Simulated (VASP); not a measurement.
Here is a VASP 6.6.1 calculation.

Contents of INCAR:

```
SYSTEM = MoS2
  PREC = Accurate
  ENCUT = 520
  EDIFF = 1E-7
  ISMEAR = -1
  SIGMA = 0.05
  LREAL = .False.
  LASPH = .True.
  NELM = 60
  ALGO = Normal
  ISIF = 2
  LWAVE = .False.
  LCHARG = .False.
  GGA = PE
  NBANDS = 20
```

Contents of KPOINTS:

```
regular mesh
0
Gamma
  10 10 10
  0 0 0
```

Contents of POSCAR:

```
MoS2
1.0
    1.5855000000      0.9153888518      6.1149966667
   -1.5855000000      0.9153888518      6.1149966667
    0.0000000000     -1.8307777036      6.1149966667
Mo S
1 2
Direct
    0.0000000000      0.0000000000      0.0000000000
    0.2500000000      0.2500000000      0.2500000000
    0.7500000000      0.7500000000      0.7500000000
```

Potentials or basis: VASP PAW PBE potentials, release 64 (Mo_sv, S).

Launch:

```console
$ cat potpaw_PBE.64/Mo_sv/POTCAR potpaw_PBE.64/S/POTCAR > POTCAR
$ mpirun -np 1 vasp_std > vasp.out
```

Predict the pressure.

7.8 GPa.

Estimate the band gap on the k mesh.

none (metal or under the smearing width).

Stress tensor (GPa, compression positive):
```
 6.33  0.00  0.00
 0.00  6.33  0.00
 0.00  0.00 10.72
```
